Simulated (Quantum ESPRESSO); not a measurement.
The system is TaN.

```
Ta N
1.0
     0.00000    2.21132    2.21132
     2.21132    0.00000    2.21132
     2.21132    2.21132    0.00000
Ta N
1 1
Direct
  0.50000 0.50000 0.50000
  0.00000 0.00000 0.00000
```

The cell comes from a database or a generator and needn't be the stable form of this composition.

Base run:

- Program: Quantum ESPRESSO 7.5
- Functional: PBE
- Potentials or basis: PseudoDojo 0.4 FR PBE standard
- Cutoff: 1143 eV
- Density cutoff: 4572 eV
- k mesh: 10 × 10 × 10
- Occupations: fermi-dirac, width 0.05 eV
- Spin: spin-orbit coupling, no magnetisation

Its results: band gap on the k mesh none (metal or under the smearing width); pressure -1.2 GPa.

After a change of settings the same cell gave: band gap on the k mesh none (metal or under the smearing width); pressure 0.0 GPa. Which change was it?
A. potentials or basis from PseudoDojo 0.4 FR PBE standard to SSSP 1.3 efficiency PBE; cutoff from 1143 eV to 816 eV; density cutoff from 4572 eV to 6531 eV; spin from spin-orbit coupling, no magnetisation to no spin polarisation
B. potentials or basis from PseudoDojo 0.4 FR PBE standard to PseudoDojo 0.4.1 SR PBE standard; spin from spin-orbit coupling, no magnetisation to no spin polarisation
C. functional from PBE to LDA
D. k mesh from 10 × 10 × 10 to 4 × 4 × 4

D.

Caveats: some runs use coarse meshes.

Not every run made on this cell is shown here.
